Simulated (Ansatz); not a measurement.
Runs of Ansatz 0.2.0 on Ga. The structure is tetragonal, space group I4/mmm (No. 139). The conventional cell has a = 2.769 Å, b = 2.769 Å, c = 4.622 Å, α = 90.00°, β = 90.00°, γ = 90.00°. Around Ga (site symmetry 4/mmm) lie 12 Ga at 2.77 to 3.03 Å. This isn't the form of Ga at room conditions, which is orthorhombic.

```csv
task,level,cell,k mesh,smearing,gap on the mesh (eV),pressure (GPa),relaxed volume (Å³/atom)
single point,PBE,as given,13 × 13 × 13,gaussian 0.028 eV,none,3.5,-
relaxation of cell and atoms,PBEsol+D4,relaxed,13 × 13 × 13,fermi-dirac 0.05 eV,none,0.0,16.89
relaxation of cell and atoms,RPBE+D3(BJ),relaxed,13 × 13 × 13,fermi-dirac 0.05 eV,none,0.0,14.59
relaxation of cell and atoms,BLYP+D4,relaxed,13 × 13 × 13,fermi-dirac 0.05 eV,none,0.0,(a)
phonons,LDA,as given,10 × 10 × 10,fermi-dirac 0.05 eV,none,-,-
```

Alike in all rows: potentials or basis Ansatz PAW; no spin polarisation; cutoff (eV) 420.

Question: Estimate the missing entries.

Answer: (a) 18.06.

Caveats: the PAW data sets come from PBE, with cores solved anew for the run's functional, which leaves a small shift of forces and pressure (some runs); the plane-wave basis is chosen anew once the cell has moved, so the energies of steps on either side of that aren't comparable (some runs); pairwise dispersion overbinds metals, which lowers pressure and volume (some runs); the volume moved by over 15 % at a fixed basis, so the end points are rough (some runs).

A k mesh can miss the band edges, and the runs leave out spin-orbit coupling on Ga.

A gap of «none» marks a metal or a gap under the smearing width.
